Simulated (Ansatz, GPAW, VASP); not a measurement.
**One calculation of Mg, 3 ways**

```xyz
1
Lattice="-1.7728 1.7728 1.7728 1.7728 -1.7728 1.7728 1.7728 1.7728 -1.7728" Properties=species:S:1:pos:R:3 pbc="T T T"
Mg    0.0000    0.0000    0.0000
```

This isn't the form of Mg at room conditions, which is hcp.

Alike in all runs: task single point; functional LDA; k mesh 11 × 11 × 11; occupations gaussian, width 0.02 eV; no spin polarisation; no spin-orbit coupling. LDA stands for any of its common fits. Pressure is positive in compression and, in plane waves, holds the error of the finite cutoff.

| program and potentials | plane-wave cutoff (eV) | notes | pressure (GPa) |
| --- | --- | --- | --- |
| GPAW, the program's PAW data sets (release 1.2.1) made for this functional | 800 | 10 valence electrons an atom on average | -1.32 |
| Ansatz, all-electron LAPW, scalar-relativistic | - | - | -1.28 |
| VASP, LDA PAW files Mg, release 54, 520 eV | 520 | 2 valence electrons an atom on average | -1.64 |

The pressure spans -1.64 (VASP, LDA PAW files Mg, release 54, 520 eV) to -1.28 GPa (Ansatz, all-electron LAPW, scalar-relativistic), with all-electron results at -1.28.

The functional is the same throughout but for its coding, so the spread measures potentials, basis and numerics; runs on potential files found faulty are left out.
